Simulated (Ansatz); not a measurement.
# AlNi3 (Pm-3m) in Ansatz: further runs

Runs on AlNi3. Level: PBEsol. Tasks: single point.

Everything below comes from runs of Ansatz 0.2.0. Logs are shortened: lines on timing, memory, paths and dates and some standing lists are left out, and cuts for length are marked.

### 1 Starting point

The structure is cubic, space group Pm-3m (No. 221). Conventional cell: a = 3.523 Å, b = 3.523 Å, c = 3.523 Å, α = 90.00°, β = 90.00°, γ = 90.00°. Ni (site symmetry 4/mmm) has 8 Ni at 2.49 Å and 4 Al at 2.49 Å as nearest neighbours. Around Al (site symmetry m-3m) lie 12 Ni at 2.49 Å.

The cell is a database's computed one.

### 2 Single point, PBEsol, collinear spin, random start

input.yaml

```yaml
crystal:
  lattice:
    - [3.5230547267, 0.0, 0.0]
    - [0.0, 3.5230547267, 0.0]
    - [0.0, 0.0, 3.5230547267]
  atoms:
    - { symbol: Ni, position: [0.5, 0.5, 0.0], spin: 0.65 }
    - { symbol: Ni, position: [0.5, 0.0, 0.5], spin: -0.09 }
    - { symbol: Ni, position: [0.0, 0.5, 0.5], spin: 0.18 }
    - { symbol: Al, position: [0.0, 0.0, 0.0] }
hamiltonian:
  xc: pbesol
  pseudopotentials: { kind: paw }
magnetization:
  spin_polarized: true
kpoints:
  mp_grid: { grid: [8, 8, 8] }
scf:
  occupations: { method: fermi_dirac, width: 0.05 }
output:
  forces: true
  stress: true
  eigenvalues: true
  write_density: true
  write_potential: true
  elf: true
  volumetric_format: npy
```

Potentials or basis: Ansatz PAW.

On the command line:

```bash
> ansatz run input.yaml --threads 2 --pin off --max-ram 5632MiB --backend cpu --events-out ev --progress --plain --runs-dir out
```

Standard output:

```text
Warning: RAYON_NUM_THREADS=2 ignored (pool sized by the plan → 2); use --threads N
Engine: ansatz 0.2.0, aarch64-unknown-linux-gnu
Pseudopotentials: kind: paw
Pseudopotential: Ni, paw, valence charge 18, recommended cutoff 420 eV (normal), Ni.paw.azcp
Pseudopotential: Al, paw, valence charge 3, recommended cutoff 420 eV (normal), Al.paw.azcp
Functional definition: PBEsol
  exchange = pbesol_x
  correlation = pbesol_c
Crystal: 4 atoms, lattice volume = 43.728 Å³
Basis set: ecut = 420 eV, 847 PW (Γ), exchange–correlation on 48×48×48 points (8 copies of the dense FFT grid, shifted against one another)
Bands: 35, of which v1, the nominal top of the filled ones, is band 29 counted from 1 (28 counted from 0)
Symmetry: 8 space group operations
Space group: Pmmm (ITA 47), of the structure as read, at distance tolerance 3.5e-5 Å
Magnetic group: BNS 47.249 (UNI 347), of the structure as read, at distance tolerance 3.5e-5 Å
k-points: 125 of 512
Non-local potential: Ni, projectors of the file, l = 0: 3, l = 1: 2, l = 2: 3, l = 3: 1
Non-local potential: Al, projectors of the file, l = 0: 2, l = 1: 2, l = 2: 1
PAW form: soft (Blöchl's): semilocal exchange-correlation on the pseudo side does not see the compensation charge
PAW frozen core: Ni, regenerated for the run's functional, and the local potential with it (the file was generated under x = pbe(κ = 0.804, μ = 0.2195149727645171), c = pbe(β = 0.06672455060314922))
PAW frozen core: Al, regenerated for the run's functional, and the local potential with it (the file was generated under x = pbe(κ = 0.804, μ = 0.2195149727645171), c = pbe(β = 0.06672455060314922))
PAW one-centre angular grid: Ni, 590 points (default); XC on 64 Gauss nodes
PAW one-centre angular grid: Al, 110 points (default); XC on 64 Gauss nodes
Initial density: superposition of atomic densities (chi_scale 0.1, normalization cell)
Starting moments: Σ|m| = 0.92 μB on 3 of 4 sites
Initial wavefunctions: pseudopotential atomic-orbital guess
Functional: x = pbesol(κ = 0.804, μ = 0.12345679012345678), c = pbesol(β = 0.046)
SCF iter   1: F=—  HF=-17938.700009 eV  |F-HF|=—  |Δ(HF+E_count)|=         —  Δρ=5.97e-2 (↑5.19e-2 ↓5.97e-2)  dr2=2.88e0  dr2_m=5.85e-2  M=0.627 μB ∫|m|=0.777 μB  β_m=0.30  ethr=3.10e-3  ⟨swp⟩=5.4  Hψ=29208  notcnv=0
Mixer restart at iter 1: flushing history
preconditioner: auto → Kerker (q_TF=auto, 2.852 Å⁻¹)  [metal: Δε(μ)=0.000 eV  Ē_g=7.180 eV  σ=0.050 eV  W_gap=0.00  n_scr=18 (ndim 8)  ℏωp=32.3 eV  f_vac=0.000  D(μ)=3.63/eV (n_scr^D=32)]
spin=Collinear: Kerker preconditioning applied to the charge; magnetization (m = ρ↑ − ρ↓) channel mixes plain (no charge-response kernel on spin).
SCF iter   2: F=—  HF=-17937.782616 eV  |F-HF|=—  |Δ(HF+E_count)|=   9.17e-1  Δρ=2.28e-2 (↑2.28e-2 ↓2.17e-2)  dr2=3.60e-1  dr2_m=5.64e-2  M=0.677 μB ∫|m|=0.792 μB  β_m=0.29  ethr=3.10e-3  ⟨swp⟩=2.0  Hψ=15290  notcnv=0  defer=188
SCF iter   3: F=—  HF=-17938.884125 eV  |F-HF|=—  |Δ(HF+E_count)|=    1.10e0  Δρ=2.08e-2 (↑2.08e-2 ↓1.90e-2)  dr2=3.63e-1  dr2_m=5.35e-2  M=0.674 μB ∫|m|=0.796 μB  β_m=0.40  ethr=6.32e-4  ⟨swp⟩=2.9  Hψ=14385  notcnv=0  defer=192
SCF iter   4: F=—  HF=-17940.524272 eV  |F-HF|=—  |Δ(HF+E_count)|=    1.64e0  Δρ=2.05e-2 (↑2.05e-2 ↓1.71e-2)  dr2=4.43e-1  dr2_m=3.72e-2  M=0.673 μB ∫|m|=0.804 μB  β_m=0.39  ethr=6.32e-4  ⟨swp⟩=2.7  Hψ=13810  notcnv=0  defer=193
SCF iter   5: F=—  HF=-17941.106658 eV  |F-HF|=—  |Δ(HF+E_count)|=   5.82e-1  Δρ=1.34e-2 (↑6.83e-3 ↓1.34e-2)  dr2=8.42e-2  dr2_m=1.54e-2  M=0.675 μB ∫|m|=0.812 μB  β_m=0.72  ethr=6.32e-4  ⟨swp⟩=3.0  Hψ=15918  notcnv=0  defer=222
SCF iter   6: F=—  HF=-17941.260077 eV  |F-HF|=—  |Δ(HF+E_count)|=         —  Δρ=1.36e-2 (↑1.36e-2 ↓1.03e-2)  dr2=1.35e-1  dr2_m=1.57e-3  M=0.659 μB ∫|m|=0.809 μB  β_m=0.72  ethr=1.48e-4  ⟨swp⟩=3.0  Hψ=17779  notcnv=0  defer=235
Mixer restart at iter 6: flushing history
SCF iter   7: F=—  HF=-17941.310270 eV  |F-HF|=—  |Δ(HF+E_count)|=   5.02e-2  Δρ=1.70e-2 (↑1.29e-2 ↓1.70e-2)  dr2=2.35e-1  dr2_m=1.88e-3  M=0.638 μB ∫|m|=0.784 μB  β_m=0.47  ethr=1.48e-4  ⟨swp⟩=3.0  Hψ=19857  notcnv=0  defer=247
SCF iter   8: F=—  HF=-17941.255437 eV  |F-HF|=—  |Δ(HF+E_count)|=   5.48e-2  Δρ=1.47e-3 (↑1.23e-3 ↓1.47e-3)  dr2=1.40e-3  dr2_m=3.68e-4  M=0.654 μB ∫|m|=0.802 μB  β_m=0.65  ethr=1.48e-4  ⟨swp⟩=2.5  Hψ=17153  notcnv=0  defer=248
SCF iter   9: F=—  HF=-17941.256309 eV  |F-HF|=—  |Δ(HF+E_count)|=   8.72e-4  Δρ=2.26e-3 (↑1.67e-3 ↓2.26e-3)  dr2=4.40e-3  dr2_m=4.69e-5  M=0.661 μB ∫|m|=0.808 μB  β_m=0.65  ethr=2.46e-6  ⟨swp⟩=2.0  Hψ=16929  notcnv=0  defer=248
SCF iter  10: F=—  HF=-17941.255617 eV  |F-HF|=—  |Δ(HF+E_count)|=   6.92e-4  Δρ=5.74e-4 (↑5.74e-4 ↓4.36e-4)  dr2=1.49e-4  dr2_m=2.90e-6  M=0.659 μB ∫|m|=0.806 μB  β_m=0.77  ethr=2.46e-6  ⟨swp⟩=2.0  Hψ=16167  notcnv=0  defer=248
SCF iter  11: F=—  HF=-17941.255670 eV  |F-HF|=—  |Δ(HF+E_count)|=   5.35e-5  Δρ=2.37e-4 (↑2.37e-4 ↓2.24e-4)  dr2=4.83e-5  dr2_m=9.45e-8  M=0.659 μB ∫|m|=0.806 μB  β_m=0.88  ethr=2.62e-7  ⟨swp⟩=2.0  Hψ=12303  notcnv=0  defer=248
SCF iter  12: F=—  HF=-17941.255671 eV  |F-HF|=—  |Δ(HF+E_count)|=   1.05e-6  Δρ=1.95e-4 (↑1.80e-4 ↓1.95e-4)  dr2=3.93e-5  dr2_m=5.11e-8  M=0.659 μB ∫|m|=0.806 μB  β_m=0.61  ethr=8.48e-8  ⟨swp⟩=2.0  Hψ=12957  notcnv=0  defer=248
SCF iter  13: F=—  HF=-17941.255665 eV  |F-HF|=—  |Δ(HF+E_count)|=   6.38e-6  Δρ=2.68e-5 (↑2.09e-5 ↓2.68e-5)  dr2=9.62e-7  dr2_m=2.09e-8  M=0.659 μB ∫|m|=0.806 μB  β_m=0.75  ethr=6.90e-8  ⟨swp⟩=2.1  Hψ=12170  notcnv=0  defer=248
SCF iter  14: F=—  HF=-17941.255665 eV  |F-HF|=—  |Δ(HF+E_count)|=   6.41e-9  Δρ=1.63e-5 (↑1.47e-5 ↓1.63e-5)  dr2=2.01e-7  dr2_m=2.13e-8  M=0.659 μB ∫|m|=0.806 μB  β_m=0.88  ethr=1.69e-9  ⟨swp⟩=2.0  Hψ=12911  notcnv=0  defer=248
SCF iter  15: F=—  HF=-17941.255665 eV  |F-HF|=—  |Δ(HF+E_count)|=   2.78e-8  Δρ=4.24e-6 (↑3.00e-6 ↓4.24e-6)  dr2=1.34e-8  dr2_m=9.37e-10  M=0.659 μB ∫|m|=0.806 μB  β_m=0.88  ethr=3.53e-10  ⟨swp⟩=2.2  Hψ=12585  notcnv=0  defer=248
SCF iter  16: F=-17941.255665 eV  HF=-17941.255665 eV  |F-HF|=5.67e-8  |Δ(HF+E_count)|=   3.51e-9  Δρ=7.83e-6 (↑5.62e-6 ↓7.83e-6)  dr2=6.10e-8  dr2_m=5.68e-10  M=0.659 μB ∫|m|=0.806 μB  ethr=2.36e-11  ⟨swp⟩=9.3  Hψ=52116  notcnv=0
SCF 1 converged in 16 iterations: F = -17941.255665 eV  dr2 = 6.10e-8
SCF converged after 16 iterations
Magnetization: 0.6592 μB (28.8296 up, 28.1704 down)
Absolute magnetization: 0.8066 μB (∫|ρ↑−ρ↓|, with the PAW one-centre terms)
Spin contamination: 0.0106 ħ² per cell (⟨S²⟩ above its minimum at these occupations)
Per-site moments (μB) at R_I (Å): [(0.241703872065817, 1.0276100536931165), (0.2416918664249754, 1.0276100536931165), (0.24169141702048433, 1.0276100536931165), (-0.014072914923283603, 1.0276100536931165)]
Free energy (F): -17941.255665 eV
Harris-Foulkes:  -17941.255665 eV  (|F-HF|=5.67e-8)
Internal energy: -17941.224645 eV  (E = F + TS)
E sigma→0 (E₀):  -17941.240155 eV
Entropy (-TS):   -0.031020 eV (-7.755 meV/atom)
Fermi energy:    16.300507 eV
--- Per-component energies (eV) ---
  E_band       = -905.467614
  E_kinetic    = 879.946601
  E_local      = -11865.400318  (includes V_loc(G=0)·N_el)
  E_nonlocal   = 1919.691814
  E_hartree    = 5049.371718
  E_xc         = -296.238645
  E_vxc        = -361.595085  (∫ρ·V_xc dr)
  E_paw        = -5241.028903  (= ΣΔE_a)
  E_vpaw       = -1576.858192  (= ΣTr[D̂ρ^β])
  E_aug_tail   = 0.001624  (compensation charges beyond the density's cutoff)
  E_ewald      = -8388.179542
  E_core_change = 0.611006  (= ΣΔE_core)
  E_smearing   = -0.031020  (= −TS)
  E_closure    = 0.000000  (closes the sum)
  Σ components = -17941.255665   (vs F -17941.255665, Δ=0.00e0)
--- Forces (eV/Å), atoms counted from 1 ---
  atom   1  Ni    -0.00000000     0.00000000     0.00000000
  atom   2  Ni     0.00000000     0.00000000     0.00000000
  atom   3  Ni     0.00000000     0.00000000     0.00000000
  atom   4  Al     0.00000000     0.00000000     0.00000000
  max |Σ_I F_I| component: 0.00e0 eV/Å
--- Stress (GPa, compression-positive) ---
       -0.652779       0.000000       0.000000
        0.000000      -0.652774       0.000000
        0.000000       0.000000      -0.653129
  P = ⅓ Tr σ = -0.6529 GPa (-6.529 kbar)
--- Band table (eV; the first three rows and the last of 250) ---
  k-point 0 ↑: bands = ["-86.5446", "-86.5108", "-86.5107", "-47.1434", "-47.1434", "-47.1434", "-47.0643", "-47.0642", "-47.0642", "-46.9891", "-46.9891", "-46.9890", "6.0719", "11.7800", "12.4809", "12.4810", "12.8590", "12.8590", "12.8590", "14.8894", "14.8894", "14.8895", "15.7574", "15.7575", "16.0723", "16.2730", "16.2731", "16.2731", "17.1223", "17.1223", "17.1223", "22.9973", "22.9973", "23.8813", "28.7191"]
  k-point 1 ↑: bands = ["-86.5435", "-86.5119", "-86.5108", "-47.1401", "-47.1401", "-47.1382", "-47.0651", "-47.0651", "-47.0645", "-46.9947", "-46.9914", "-46.9914", "6.2672", "11.8329", "12.3656", "12.6055", "12.8924", "12.8924", "12.9053", "14.7785", "14.7785", "14.8385", "15.6332", "15.7593", "15.8706", "15.8706", "15.9992", "16.2732", "16.4312", "17.7763", "17.7763", "22.9784", "23.4405", "24.6289", "27.7567"]
  k-point 2 ↑: bands = ["-86.5403", "-86.5150", "-86.5108", "-47.1315", "-47.1315", "-47.1236", "-47.0679", "-47.0679", "-47.0650", "-47.0107", "-46.9973", "-46.9973", "6.8428", "11.5497", "12.2800", "12.9461", "12.9833", "12.9833", "13.0287", "14.5122", "14.5122", "14.7036", "15.1078", "15.4341", "15.4341", "15.6342", "15.7125", "15.8356", "16.2736", "18.9352", "18.9352", "22.9249", "23.7128", "25.7206", "25.7206"]
  k-point 124 ↓: bands = ["-86.2205", "-86.2205", "-86.2204", "-46.8690", "-46.8690", "-46.8690", "-46.8397", "-46.7396", "-46.7395", "-46.7395", "-46.6480", "-46.6479", "10.5503", "12.3435", "12.3435", "12.3435", "14.1355", "14.1355", "14.1355", "14.4164", "14.4164", "14.4165", "15.1347", "15.1347", "15.1348", "15.4011", "15.4011", "15.9632", "16.4166", "16.4166", "16.4166", "20.0263", "20.6213", "20.6213", "20.6213"]
```

Run time: 19 s. Hardware: 2 threads of Arm Neoverse V2, shared host; peak memory 0.6 GiB.

What came out:

```yaml
Free_energy: -17941.2557 eV
Pressure: -0.7 GPa
Band_gap_on_the_k_mesh: none (metal or under the smearing width)
Net_moment: 0.66 μB per cell
Absolute_moment: 0.81 μB per cell
Site_moments: Ni +0.24; Al -0.01 μB
```

Caveat: the PAW data sets come from PBE, with cores solved anew for the run's functional, which leaves a small shift of forces and pressure; the starting moments weren't kept.

### 3 Single point, PBEsol, collinear spin, ferromagnetic start

input.yaml

```yaml
crystal:
  lattice:
    - [3.5230547267, 0.0, 0.0]
    - [0.0, 3.5230547267, 0.0]
    - [0.0, 0.0, 3.5230547267]
  atoms:
    - { symbol: Ni, position: [0.5, 0.5, 0.0], spin: 2.5 }
    - { symbol: Ni, position: [0.5, 0.0, 0.5], spin: 2.5 }
    - { symbol: Ni, position: [0.0, 0.5, 0.5], spin: 2.5 }
    - { symbol: Al, position: [0.0, 0.0, 0.0] }
hamiltonian:
  xc: pbesol
  pseudopotentials: { kind: paw }
magnetization:
  spin_polarized: true
kpoints:
  mp_grid: { grid: [8, 8, 8] }
scf:
  occupations: { method: fermi_dirac, width: 0.05 }
output:
  forces: true
  stress: true
  eigenvalues: true
```

Potentials or basis: Ansatz PAW.

On the command line:

```bash
> ansatz run input.yaml --threads 2 --pin off --max-ram 5632MiB --backend cpu --events-out ev --progress --plain --runs-dir out
```

Standard output:

```text
Warning: where an SCF of this run starts from atoms to list the orders of its open shells, Ni (sites 0, 1, 2, from 0) starts with 2.00 μB on its 3d shell, in the place of the 2.50 μB that the deck gives it: its open shells can hold no more by Hund's first rule. To start from spheres of the given moment, type scf.initial_density.shell_occupations: []
Warning: RAYON_NUM_THREADS=2 ignored (pool sized by the plan → 2); use --threads N
[... 7 set-up lines as earlier in the session ...]
Crystal: 4 atoms, lattice volume = 43.728 Å³
Basis set: ecut = 420 eV, 847 PW (Γ), exchange–correlation on 48×48×48 points (8 copies of the dense FFT grid, shifted against one another)
[... 56 lines left out ...]
  E_ewald      = -8388.179542
  E_core_change = 0.611006  (= ΣΔE_core)
  E_smearing   = -0.031019  (= −TS)
  E_closure    = 0.000000  (closes the sum)
  Σ components = -17941.255665   (vs F -17941.255665, Δ=0.00e0)
--- Forces (eV/Å), atoms counted from 1 ---
  atom   1  Ni    -0.00000000    -0.00000000    -0.00000000
  atom   2  Ni    -0.00000000    -0.00000000     0.00000000
  atom   3  Ni     0.00000000    -0.00000000    -0.00000000
  atom   4  Al    -0.00000000     0.00000000    -0.00000000
  max |Σ_I F_I| component: 7.98e-29 eV/Å
--- Stress (GPa, compression-positive) ---
       -0.653160       0.000000       0.000000
       -0.000000      -0.653160       0.000000
        0.000000       0.000000      -0.653160
  P = ⅓ Tr σ = -0.6532 GPa (-6.532 kbar)
--- Band table (eV; the first three rows and the last of 70) ---
  k-point 0 ↑: bands = ["-86.5446", "-86.5107", "-86.5107", "-47.1433", "-47.1433", "-47.1433", "-47.0642", "-47.0642", "-47.0642", "-46.9890", "-46.9890", "-46.9890", "6.0719", "11.7801", "12.4809", "12.4809", "12.8590", "12.8590", "12.8590", "14.8895", "14.8895", "14.8895", "15.7575", "15.7575", "16.0723", "16.2731", "16.2731", "16.2731", "17.1223", "17.1223", "17.1223", "22.9973", "22.9973", "23.8813", "28.7191", "28.7191", "28.7191", "30.4566", "30.4566"]
  k-point 1 ↑: bands = ["-86.5435", "-86.5119", "-86.5107", "-47.1401", "-47.1401", "-47.1382", "-47.0651", "-47.0651", "-47.0644", "-46.9948", "-46.9914", "-46.9914", "6.2672", "11.8330", "12.3656", "12.6055", "12.8925", "12.8925", "12.9053", "14.7785", "14.7785", "14.8385", "15.6332", "15.7594", "15.8706", "15.8706", "15.9992", "16.2732", "16.4312", "17.7763", "17.7763", "22.9784", "23.4405", "24.6289", "27.7567", "27.7567", "28.1871", "29.6777", "29.8295"]
  k-point 2 ↑: bands = ["-86.5403", "-86.5150", "-86.5107", "-47.1315", "-47.1315", "-47.1235", "-47.0679", "-47.0679", "-47.0650", "-47.0107", "-46.9973", "-46.9973", "6.8428", "11.5497", "12.2801", "12.9461", "12.9833", "12.9833", "13.0287", "14.5122", "14.5122", "14.7036", "15.1078", "15.4341", "15.4341", "15.6342", "15.7125", "15.8356", "16.2737", "18.9352", "18.9352", "22.9249", "23.7128", "25.7206", "25.7206", "26.4051", "27.6816", "28.3204", "30.4992"]
  k-point 34 ↓: bands = ["-86.2204", "-86.2204", "-86.2204", "-46.8690", "-46.8690", "-46.8690", "-46.8396", "-46.7395", "-46.7395", "-46.7395", "-46.6479", "-46.6479", "10.5503", "12.3435", "12.3435", "12.3435", "14.1355", "14.1355", "14.1355", "14.4165", "14.4165", "14.4165", "15.1348", "15.1348", "15.1348", "15.4011", "15.4011", "15.9632", "16.4167", "16.4167", "16.4167", "20.0263", "20.6214", "20.6214", "20.6214", "34.5886", "34.5886", "36.4948", "36.4948"]
```

Run time: 4.3 s. Hardware: 2 threads of Arm Neoverse V2, shared host; peak memory 0.42 GiB.

What came out:

```
Free energy            : -17941.2557 eV
Pressure               : -0.7 GPa
Band gap on the k mesh : none (metal or under the smearing width)
Net moment             : 0.66 μB per cell
Absolute moment        : 0.81 μB per cell
Site moments           : Ni +0.24; Al -0.01 μB
```

Levels at points of the mesh, in eV from the Fermi level:
Spin up:
```csv
k point,band 25,band 26,band 27,band 28,band 29,band 30,band 31,band 32,band 33,band 34
"(0.00, 0.00, 0.00)",-0.23,-0.03,-0.03,-0.03,0.82,0.82,0.82,6.70,6.70,7.58
"(0.00, 0.00, -0.50)",-1.24,-1.19,-1.06,-0.48,-0.03,5.62,5.62,5.66,5.66,6.52
"(0.00, -0.50, -0.50)",-1.33,-1.24,-0.98,-0.97,-0.58,0.91,0.91,8.26,8.26,8.39
"(-0.50, -0.50, -0.50)",-1.32,-1.08,-1.08,-0.33,-0.21,-0.21,-0.21,3.63,4.14,4.14
```
Spin down:
```csv
k point,band 26,band 27,band 28,band 29,band 30,band 31
"(0.00, 0.00, 0.00)",0.35,0.35,0.35,0.80,0.80,0.80
"(0.00, 0.00, -0.50)",-0.97,-0.84,-0.29,0.35,5.67,5.67
"(0.00, -0.50, -0.50)",-1.11,-0.79,-0.63,-0.45,1.17,1.17
"(-0.50, -0.50, -0.50)",-0.90,-0.90,-0.34,0.12,0.12,0.12
```

Caveat: the PAW data sets come from PBE, with cores solved anew for the run's functional, which leaves a small shift of forces and pressure; the starting moments weren't kept.

### 4 Single point, PBEsol, non-collinear spin, random start

input.yaml

```yaml
crystal:
  lattice:
    - [3.5230547267, 0.0, 0.0]
    - [0.0, 3.5230547267, 0.0]
    - [0.0, 0.0, 3.5230547267]
  atoms:
    - { symbol: Ni, position: [0.5, 0.5, 0.0], spin: 0.65, spin_axis: [-0.112, -0.24, -0.594] }
    - { symbol: Ni, position: [0.5, 0.0, 0.5], spin: 0.09, spin_axis: [-0.071, 0.038, 0.04] }
    - { symbol: Ni, position: [0.0, 0.5, 0.5], spin: 0.18, spin_axis: [-0.095, 0.119, -0.096] }
    - { symbol: Al, position: [0.0, 0.0, 0.0] }
hamiltonian:
  xc: pbesol
  pseudopotentials: { kind: paw }
magnetization:
  noncollinear: true
  spin_orbit: false
kpoints:
  mp_grid: { grid: [6, 6, 6] }
scf:
  occupations: { method: fermi_dirac, width: 0.05 }
output:
  forces: true
  stress: true
  eigenvalues: true
  write_density: true
  write_potential: true
  elf: true
  volumetric_format: npy
```

On the command line:

```bash
> ansatz run input.yaml --threads 2 --pin off --max-ram 5632MiB --backend cpu --events-out ev --progress --plain --runs-dir out
```

Wall time 51 s (2 threads of Arm Neoverse V2, shared host); peak memory 0.61 GiB.

The run converged. Its results:

* Free energy: -17941.2602 eV
* Pressure: -0.6 GPa
* Band gap on the k mesh: none (metal or under the smearing width)
* Net moment: 0.67 μB per cell
* Absolute moment: 0.82 μB per cell

Levels at points of the mesh, in eV from the Fermi level:
```tsv
k point	band 55	band 56	band 57	band 58	band 59	band 60
(0.00, 0.00, 0.00)	0.35	0.35	0.80	0.80	0.80	0.83
(0.00, 0.00, -0.50)	-0.49	-0.30	-0.04	0.35	5.62	5.62
(0.00, -0.50, 0.00)	-0.49	-0.30	-0.04	0.35	5.62	5.62
(0.00, -0.50, -0.50)	-0.78	-0.63	-0.58	-0.44	0.91	0.91
(-0.50, 0.00, 0.00)	-0.49	-0.30	-0.04	0.35	5.62	5.62
(-0.50, 0.00, -0.50)	-0.78	-0.63	-0.58	-0.44	0.91	0.91
(-0.50, -0.50, 0.00)	-0.78	-0.63	-0.58	-0.44	0.91	0.91
(-0.50, -0.50, -0.50)	-0.34	-0.33	-0.22	-0.22	-0.22	0.12
```

Moments on the atoms (μB; x, y, z):
```
Ni  -0.09 -0.03 -0.21
Ni  -0.09 -0.03 -0.21
Ni  -0.09 -0.03 -0.21
Al   0.01  0.00  0.02
```

Caveat: the PAW data sets come from PBE, with cores solved anew for the run's functional, which leaves a small shift of forces and pressure; the starting moments weren't kept.

### 5 Summary

```tsv
spin	k mesh	gap on the mesh (eV)	pressure (GPa)	moment (μB)
collinear, random start	8 × 8 × 8	none	-0.7	0.66
collinear, ferromagnetic start	8 × 8 × 8	none	-0.7	0.66
non-collinear, random start	6 × 6 × 6	none	-0.6	0.67
```

Alike in all rows: task single point; level PBEsol; potentials or basis Ansatz PAW; cell as given; cutoff (eV) 420; smearing fermi-dirac 0.05 eV.

Every run on the cell as given and a fine mesh finds a metal.

Caveats: the PAW data sets come from PBE, with cores solved anew for the run's functional, which leaves a small shift of forces and pressure; the starting moments weren't kept.

Absolute energies hang on the potentials; compare differences alone.
